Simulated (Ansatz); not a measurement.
# HfN: the cost of one run

Program: Ansatz 0.2.0. Level of theory: DFT PBEsol, scalar-relativistic, plane waves, PAW. These are calculated values, not measurements.

3 further runs of the same task are left out: 1 that didn't finish, 2 set aside as unsound or not needed.

## Step 1: Starting point

It takes space group Fm-3m (No. 225, cubic). Conventional cell: a = 4.502 Å, b = 4.502 Å, c = 4.502 Å, α = 90.00°, β = 90.00°, γ = 90.00°. Hf (site symmetry m-3m) has 6 N at 2.25 Å as nearest neighbours. Around N (site symmetry m-3m) lie 6 Hf at 2.25 Å.

Structure file:

```cif
data_structure
_symmetry_space_group_name_H-M 'P 1'
_symmetry_Int_Tables_number 1
_cell_length_a 3.1832
_cell_length_b 3.1832
_cell_length_c 3.1832
_cell_angle_alpha 60.000
_cell_angle_beta 60.000
_cell_angle_gamma 60.000
_cell_volume 22.81
loop_
_atom_site_label
_atom_site_type_symbol
_atom_site_fract_x
_atom_site_fract_y
_atom_site_fract_z
_atom_site_occupancy
Hf1 Hf 0.00000 0.00000 0.00000 1
N1 N 0.50000 0.50000 0.50000 1
```

It is the result of an earlier relaxation at this level (volume 11.40 Å³/atom; gap on the mesh: none (metal)).

## Step 2: Building the linear chain

A free-standing chain of the crystal's atoms, periodic along c. Atoms and period relax; energies count from the bulk, -7990.1248 eV an atom.

The cell holds 1 Hf, 1 N: a = 9.000 Å, b = 9.300 Å, c = 4.052 Å, α = 90.00°, β = 90.00°, γ = 90.00°.

## Step 3: Relaxing it

Pressure and volume refer to the whole cell with its vacuum; only the period along c may change.

File input.yaml:

```yaml
crystal:
  lattice:
    - [9.0, 0.0, 0.0]
    - [0.0, 9.3, 0.0]
    - [0.0, 0.0, 4.0515676804]
  atoms:
    - { symbol: Hf, position: [0.5, 0.5, 0.0], spin: 1.5 }
    - { symbol: "N", position: [0.5, 0.5, 0.5], spin: 0.5 }
basis:
  ecutwfc: 420
kpoints:
  mp_grid: { grid: [1, 1, 16] }
hamiltonian:
  xc: pbesol
scf:
  occupations: { method: gaussian, width: 0.05 }
output:
  forces: true
  stress: true
  eigenvalues: true
  populations: true
  write_density: true
  write_potential: true
  elf: true
  volumetric_format: npy
magnetization:
  spin_polarized: true
relax:
  adjacent_minimum: "off"
  f_tol: 0.01
  max_steps: 45
  cell: { fix: [a, b, alpha, beta, gamma], stress_tol: 0.03 }
```

Launch:

```console
> ansatz run input.yaml --threads 2 --pin off --max-ram 5120MiB --backend cpu --events-out ev --progress --plain --runs-dir out
```

Q: Estimate wall time and peak memory on 2 threads of Intel Xeon 6975P-C (Granite Rapids), shared host.

About 13 s, with a peak of 0.65 GiB.
